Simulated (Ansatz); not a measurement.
# KBr (Fm-3m) in Ansatz: convergence with wavefunction cutoff

Aim: find how far wavefunction cutoff must go before the results for KBr settle, at r2SCAN. This setting moves, with any that are tied to it; all else stays.

All numbers are computed with Ansatz 0.2.0; they aren't measurements. Logs are shortened: lines on timing, memory, paths and dates and some standing lists are left out, and cuts for length are marked.

### 1 The crystal as given

The structure is cubic, space group Fm-3m (No. 225). Conventional cell: a = 6.600 Å, b = 6.600 Å, c = 6.600 Å, α = 90.00°, β = 90.00°, γ = 90.00°. Br (site symmetry m-3m) has 6 K at 3.30 Å as nearest neighbours. K (site symmetry m-3m) is surrounded by 6 Br at 3.30 Å.

### 2 With wavefunction cutoff 200 eV

File input.yaml:

```yaml
crystal:
  lattice:
    - [0.0, 3.3, 3.3]
    - [3.3, 0.0, 3.3]
    - [3.3, 3.3, 0.0]
  atoms:
    - { symbol: Br, position: [0.5, 0.5, 0.5] }
    - { symbol: K, position: [0.0, 0.0, 0.0] }
hamiltonian:
  xc: r2scan
  pseudopotentials: { kind: paw_fr }
magnetization:
  noncollinear: true
  spin_orbit: true
kpoints:
  mp_grid: { grid: [6, 6, 6] }
scf:
  occupations: { method: methfessel_paxton, width: 0.05 }
output:
  forces: true
  stress: true
  eigenvalues: true
basis:
  ecutwfc: "200 eV"
```

Potentials or basis: Ansatz PAW.

Launch:

```sh
$ ansatz run input.yaml --threads 2 --pin off --max-ram 5632MiB --backend cpu --events-out ev --progress --plain --runs-dir out
```

Run time: 2.5 s. Hardware: 2 threads of Arm Neoverse V1, shared host; peak memory 0.37 GiB.

Results:

```yaml
Free_energy: -4333.5403 eV
Pressure: 0.1 GPa
Band_gap_on_the_k_mesh: 5.03 eV, direct
```

### 3 With wavefunction cutoff 250 eV

input.yaml: that of step 2 with these lines changed.

```diff
@@ -23,2 +23,2 @@
 basis:
-  ecutwfc: "200 eV"
+  ecutwfc: "250 eV"
```

Potentials or basis: Ansatz PAW.

Launch:

```sh
$ ansatz run input.yaml --threads 2 --pin off --max-ram 5632MiB --backend cpu --events-out ev --progress --plain --runs-dir out
```

Run time: 2.8 s. Hardware: 2 threads of Arm Neoverse V1, shared host; peak memory 0.4 GiB.

Results:

```yaml
Free_energy: -4335.0628 eV
Pressure: 0.1 GPa
Band_gap_on_the_k_mesh: 4.95 eV, direct
```

### 4 With wavefunction cutoff 300 eV

input.yaml: that of step 3 with these lines changed.

```diff
@@ -23,2 +23,2 @@
 basis:
-  ecutwfc: "250 eV"
+  ecutwfc: "300 eV"
```

Launch:

```sh
$ ansatz run input.yaml --threads 2 --pin off --max-ram 5632MiB --backend cpu --events-out ev --progress --plain --runs-dir out
```

Wall time 3.7 s (2 threads of Arm Neoverse V1, shared host); peak memory 0.42 GiB.

Results:

| Item | Value |
| --- | --- |
| Free energy | -4335.3403 eV |
| Pressure | 0.1 GPa |
| Band gap on the k mesh | 4.92 eV, direct |

### 5 With wavefunction cutoff 350 eV

input.yaml: that of step 4 with these lines changed.

```diff
@@ -23,2 +23,2 @@
 basis:
-  ecutwfc: "300 eV"
+  ecutwfc: "350 eV"
```

Launch:

```sh
$ ansatz run input.yaml --threads 2 --pin off --max-ram 5632MiB --backend cpu --events-out ev --progress --plain --runs-dir out
```

Wall time 4.2 s (2 threads of Arm Neoverse V1, shared host); peak memory 0.48 GiB.

Results:

```
Free energy            : -4335.3737 eV
Pressure               : 0.1 GPa
Band gap on the k mesh : 4.92 eV, direct
```

### 6 With wavefunction cutoff 400 eV

input.yaml: that of step 5 with these lines changed.

```diff
@@ -23,2 +23,2 @@
 basis:
-  ecutwfc: "350 eV"
+  ecutwfc: "400 eV"
```

Potentials or basis: Ansatz PAW.

Launch:

```sh
$ ansatz run input.yaml --threads 2 --pin off --max-ram 5632MiB --backend cpu --events-out ev --progress --plain --runs-dir out
```

Wall time 5.2 s (2 threads of Arm Neoverse V1, shared host); peak memory 0.53 GiB.

It converged, with:

* Free energy: -4335.3758 eV
* Pressure: 0.1 GPa
* Band gap on the k mesh: 4.92 eV, direct

### 7 With wavefunction cutoff 450 eV

input.yaml: that of step 6 with these lines changed.

```diff
@@ -23,2 +23,2 @@
 basis:
-  ecutwfc: "400 eV"
+  ecutwfc: "450 eV"
```

Launch:

```sh
$ ansatz run input.yaml --threads 2 --pin off --max-ram 5632MiB --backend cpu --events-out ev --progress --plain --runs-dir out
```

Wall time 6.4 s (2 threads of Arm Neoverse V1, shared host); peak memory 0.62 GiB.

It converged, with:

```
Free energy            : -4335.3771 eV
Pressure               : 0.1 GPa
Band gap on the k mesh : 4.92 eV, direct
```

### 8 With wavefunction cutoff 500 eV

input.yaml: that of step 7 with these lines changed.

```diff
@@ -23,2 +23,2 @@
 basis:
-  ecutwfc: "450 eV"
+  ecutwfc: "500 eV"
```

Launch:

```sh
$ ansatz run input.yaml --threads 2 --pin off --max-ram 5632MiB --backend cpu --events-out ev --progress --plain --runs-dir out
```

Wall time 6.6 s (2 threads of Arm Neoverse V1, shared host); peak memory 0.64 GiB.

The run converged. Its results:

- Free energy: -4335.3785 eV
- Pressure: 0.1 GPa
- Band gap on the k mesh: 4.92 eV, direct

### 9 With wavefunction cutoff 600 eV

input.yaml: that of step 8 with these lines changed.

```diff
@@ -23,2 +23,2 @@
 basis:
-  ecutwfc: "500 eV"
+  ecutwfc: "600 eV"
```

Potentials or basis: Ansatz PAW.

Launch:

```sh
$ ansatz run input.yaml --threads 2 --pin off --max-ram 5632MiB --backend cpu --events-out ev --progress --plain --runs-dir out
```

Wall time 8.5 s (2 threads of Arm Neoverse V1, shared host); peak memory 0.76 GiB.

Results (log left out):

```
Free energy            : -4335.3801 eV
Pressure               : 0.1 GPa
Band gap on the k mesh : 4.92 eV, direct
```

### 10 With wavefunction cutoff 800 eV

input.yaml: that of step 9 with these lines changed.

```diff
@@ -23,2 +23,2 @@
 basis:
-  ecutwfc: "600 eV"
+  ecutwfc: "800 eV"
```

Potentials or basis: Ansatz PAW.

Launch:

```sh
$ ansatz run input.yaml --threads 2 --pin off --max-ram 5632MiB --backend cpu --events-out ev --progress --plain --runs-dir out
```

What it wrote:

```text
Warning: RAYON_NUM_THREADS=2 ignored (pool sized by the plan → 2); use --threads N
Engine: ansatz 0.2.0, aarch64-unknown-linux-gnu
Pseudopotentials: kind: paw_fr
Pseudopotential: Br, paw_fr, valence charge 7, recommended cutoff 500 eV (meta_gga), Br.paw.azcp#standard-fr
Pseudopotential: K, paw_fr, valence charge 9, recommended cutoff 500 eV (meta_gga), K.paw.azcp#standard-fr
Functional definition: r2SCAN
  parameter k0 = 0.174
  parameter k1 = 0.065
  parameter a1 = 4.9479
  exchange = r2scan_x(k0 = k0, k1 = k1, a1 = a1)
  correlation = r2scan_c
non-collinear run that drives no moment, with spin-orbit: no starting moment large enough to seed its density (crystal.atoms[].spin), no starting occupations that ask for one, no magnetisation constraint and no magnetic field, so the semilocal B_xc is pinned to zero
Crystal: 2 atoms, lattice volume = 71.874 Å³
Basis set: ecut = 800 eV, 3695 PW (Γ), exchange–correlation on 180×180×180 points (64 copies of the dense FFT grid, shifted against one another)
Bands: 24, of which v1, the nominal top of the filled ones, is band 16 counted from 1 (15 counted from 0)
Symmetry: 48 space group operations + 48 with time reversal
Magnetic group: BNS 225.117 (UNI 1619), of the structure as read, at distance tolerance 4.2e-5 Å
k-points: 16 of 216
Projection manifold: j_resolved (fully-relativistic pseudo-atomic orbitals)
Non-local potential: Br, projectors of the file, l = 0: 2, l = 1: 4, l = 2: 4
Non-local potential: K, projectors of the file, l = 0: 3, l = 1: 4, l = 2: 4
PAW form: soft (Blöchl's): semilocal exchange-correlation on the pseudo side does not see the compensation charge
PAW frozen core: Br, regenerated for the run's functional (the file was generated under x = pbe(κ = 0.804, μ = 0.2195149727645171), c = pbe(β = 0.06672455060314922))
PAW frozen core: K, regenerated for the run's functional (the file was generated under x = pbe(κ = 0.804, μ = 0.2195149727645171), c = pbe(β = 0.06672455060314922))
PAW one-centre angular grid: Br, 302 points (default); XC on 160 Gauss nodes
PAW one-centre angular grid: K, 302 points (default); XC on 224 Gauss nodes
Initial density: superposition of atomic densities (chi_scale 0.1, normalization cell, long waves kept (reshape's long-wave potential 0.00 eV rms))
Initial wavefunctions: pseudopotential atomic-orbital guess
Functional: x = r2scan, c = r2scan; τ floored in thin density (d = 2e-4 eV/Å³)
SCF iter   1: F=—  HF=-4335.915850 eV  |F-HF|=—  |Δ(HF+E_count)|=         —  Δρ=3.24e-2  dr2=1.20e0  dr2_τ=9.26e-3  dr2_m=0.00e0 (ungated)  ethr=3.10e-3  |M|=0.00e0 ∫|m|=0.00e0 μB  |m|>n=0.0e0 m-floor=0.0e0 τ_xc=0.0e0  β_m=0.30  ⟨swp⟩=8.6  Hψ=1210  notcnv=0  defer=2
preconditioner: auto → none  [insulator: Δε(μ)=4.027 eV  Ē_g=15.666 eV  σ=0.050 eV  W_gap=1.00  n_scr=14 (ndim 8)  ℏωp=16.4 eV  f_vac=0.000  D(μ)=0.00/eV (n_scr^D=0)  ε∞_Penn≈2.1]
SCF iter   2: F=—  HF=-4335.488278 eV  |F-HF|=—  |Δ(HF+E_count)|=   4.28e-1  S|Δr|=    0.00e0  Δρ=1.48e-2  dr2=2.69e-1  dr2_τ=2.51e-3  dr2_m=0.00e0 (ungated)  ethr=3.10e-3  |M|=0.00e0 ∫|m|=0.00e0 μB  |m|>n=0.0e0 m-floor=0.0e0 τ_xc=0.0e0  β_m=0.42  ⟨swp⟩=3.0  Hψ=413  notcnv=0  defer=60
SCF iter   3: F=—  HF=-4335.377704 eV  |F-HF|=—  |Δ(HF+E_count)|=   1.11e-1  S|Δr|=    0.00e0  Δρ=4.15e-3  dr2=1.21e-2  dr2_τ=2.08e-4  dr2_m=0.00e0 (ungated)  ethr=1.68e-3  |M|=0.00e0 ∫|m|=0.00e0 μB  |m|>n=0.0e0 m-floor=0.0e0 τ_xc=0.0e0  β_m=0.59  ⟨swp⟩=3.1  Hψ=347  notcnv=0  defer=60
SCF iter   4: F=—  HF=-4335.381224 eV  |F-HF|=—  |Δ(HF+E_count)|=   3.52e-3  S|Δr|=    0.00e0  Δρ=9.08e-4  dr2=6.07e-4  dr2_τ=2.12e-5  dr2_m=0.00e0 (ungated)  ethr=7.55e-5  |M|=0.00e0 ∫|m|=0.00e0 μB  |m|>n=0.0e0 m-floor=0.0e0 τ_xc=0.0e0  β_m=0.63  ⟨swp⟩=3.0  Hψ=317  notcnv=0  defer=60
SCF iter   5: F=—  HF=-4335.381485 eV  |F-HF|=—  |Δ(HF+E_count)|=   2.61e-4  S|Δr|=    0.00e0  Δρ=1.07e-4  dr2=7.48e-6  dr2_τ=1.52e-7  dr2_m=0.00e0 (ungated)  ethr=3.79e-6  |M|=0.00e0 ∫|m|=0.00e0 μB  |m|>n=0.0e0 m-floor=0.0e0 τ_xc=0.0e0  β_m=0.82  ⟨swp⟩=2.0  Hψ=214  notcnv=0  defer=60
SCF iter   6: F=—  HF=-4335.381528 eV  |F-HF|=—  |Δ(HF+E_count)|=   4.34e-5  S|Δr|=    0.00e0  Δρ=1.76e-5  dr2=2.46e-7  dr2_τ=2.55e-8  dr2_m=0.00e0 (ungated)  ethr=4.68e-8  |M|=0.00e0 ∫|m|=0.00e0 μB  |m|>n=0.0e0 m-floor=0.0e0 τ_xc=0.0e0  β_m=0.74  ⟨swp⟩=2.0  Hψ=304  notcnv=0  defer=60
SCF iter   7: F=-4335.381529 eV  HF=-4335.381529 eV  |F-HF|=5.43e-9  |Δ(HF+E_count)|=   2.71e-7  S|Δr|=    0.00e0  Δρ=4.03e-6  dr2=4.54e-9  dr2_τ=2.65e-10  dr2_m=0.00e0 (ungated)  ethr=6.25e-10  |M|=0.00e0 ∫|m|=0.00e0 μB  |m|>n=0.0e0 m-floor=0.0e0 τ_xc=0.0e0  ⟨swp⟩=12.6  Hψ=1190  notcnv=0
SCF 1 converged in 7 iterations: F = -4335.381529 eV  dr2 = 4.54e-9
SCF converged after 7 iterations
Stability not checked: this state was not tested for a lower state beside it, because cold or Methfessel-Paxton smearing, or corrected tetrahedra, fill the levels in a way that the test cannot read (fill_not_monotonic; see scf.lower_state_search)
Magnetization: |M| = 0.0000 μB,  M = (+0.0000, +0.0000, +0.0000) μB
Absolute magnetization: 0.0000 μB (∫|m|)
  site 0: m = (+0.0000, +0.0000, +0.0000) μB, |m| = 0.0000 μB  (R = 1.36 Å)
  site 1: m = (+0.0000, +0.0000, +0.0000) μB, |m| = 0.0000 μB  (R = 1.36 Å)
Free energy (F): -4335.381529 eV
Harris-Foulkes:  -4335.381529 eV  (|F-HF|=5.43e-9)
Internal energy: -4335.381529 eV  (E = F + TS)
E sigma→0 (E₀):  -4335.381529 eV
Fermi energy:    3.282459 eV
Step filling:    the computed levels leave a gap of 4.9194 eV = 98.4 smearing widths at the electron count; against every level under it full and every level over it empty, smearing changes F+E_penalty+E_count by +0.00e0 meV and its σ→0 estimate by +0.00e0 meV
--- Per-component energies (eV) ---
  E_band       = -144.477968
  E_kinetic    = 388.957399
  E_local      = -838.375807  (includes V_loc(G=0)·N_el)
  E_nonlocal   = 82.437194
  E_hartree    = 271.729240
  E_xc         = -385.713124
  E_vxc        = -302.371670  (∫ρ·V_xc dr)
  E_paw        = -3054.076378  (= ΣΔE_a)
  E_vpaw       = -35.731108  (= ΣTr[D̂ρ^β])
  E_aug_tail   = -0.000000  (compensation charges beyond the density's cutoff)
  E_vtau       = 17.147023  (kinetic-family band-sum trace: ∫τ·v_τ [+ j·A + Jᵃ·Aᵃ] dr)
  E_ewald      = -799.985846
  E_core_change = -0.354207  (= ΣΔE_core)
  E_smearing   = -0.000000  (= −TS)
  E_closure    = 0.000000  (closes the sum)
  Σ components = -4335.381529   (vs F -4335.381529, Δ=0.00e0)
--- Forces (eV/Å), atoms counted from 1 ---
  atom   1  Br     0.00000000    -0.00000000     0.00000000
  atom   2  K      0.00000000    -0.00000000    -0.00000000
  max |Σ_I F_I| component: 2.27e-30 eV/Å
--- Stress (GPa, compression-positive) ---
        0.067325      -0.000000      -0.000000
       -0.000000       0.067325      -0.000000
        0.000000      -0.000000       0.067325
  P = ⅓ Tr σ = 0.0673 GPa (0.673 kbar)
--- Band table (eV; the first three rows and the last of 16) ---
  k-point 0: bands = ["-28.1450", "-28.1450", "-12.0455", "-12.0455", "-11.0284", "-11.0284", "-10.7656", "-10.7656", "-10.7656", "-10.7656", "0.3347", "0.3347", "0.8226", "0.8226", "0.8226", "0.8226", "5.7420", "5.7420", "8.8973", "8.8973", "8.8973", "8.8973", "8.9032", "8.9032"]
  k-point 1: bands = ["-28.1436", "-28.1436", "-12.0923", "-12.0923", "-11.0076", "-11.0076", "-10.7669", "-10.7669", "-10.7214", "-10.7214", "0.1367", "0.1367", "0.5818", "0.5818", "0.7318", "0.7318", "6.3932", "6.3932", "8.7167", "8.7167", "9.2364", "9.2364", "9.2381", "9.2381"]
  k-point 2: bands = ["-28.1409", "-28.1409", "-12.1741", "-12.1741", "-10.9852", "-10.9852", "-10.7693", "-10.7693", "-10.6248", "-10.6248", "-0.3315", "-0.3315", "0.3201", "0.3201", "0.5610", "0.5610", "7.4585", "7.4585", "8.9829", "8.9829", "10.1412", "10.1412", "10.1435", "10.1435"]
  k-point 15: bands = ["-28.1378", "-28.1378", "-12.0135", "-12.0135", "-11.0556", "-11.0556", "-10.8300", "-10.8300", "-10.7372", "-10.7372", "-0.2008", "-0.2008", "0.1994", "0.1994", "0.3449", "0.3449", "7.7763", "7.7763", "9.4260", "9.4260", "9.5437", "9.5437", "10.7594", "10.7594"]
```

Run time: 13 s. Hardware: 2 threads of Arm Neoverse V1, shared host; peak memory 0.96 GiB.

What came out:

- Free energy: -4335.3815 eV
- Pressure: 0.1 GPa
- Band gap on the k mesh: 4.92 eV, direct

### 11 Result

```csv
wavefunction cutoff,"energy less the tightest run, at zero smearing (meV/atom)",gap on the mesh (eV),SCF cycles,CPU time (s),peak memory (GiB)
200 eV,920.61,5.029,7,4.7,0.37
250 eV,159.38,4.952,7,5.4,0.4
300 eV,20.63,4.924,7,7.2,0.42
350 eV,3.93,4.920,7,8.2,0.48
400 eV,2.87,4.919,7,10,0.53
450 eV,2.23,4.919,7,13,0.62
500 eV,1.53,4.919,7,13,0.64
600 eV,0.73,4.919,7,17,0.76
800 eV,0.00,4.919,7,25,0.96
```

Against the tightest run, the energy stays within 1 meV/atom from 600 eV on; the gap on the mesh stays within 0.01 eV from 300 eV on. The tightest run that finished is the yardstick and may itself not be fully converged.

Caveats: the PAW data sets come from PBE, with cores solved anew for the run's functional, which leaves a small shift of forces and pressure.
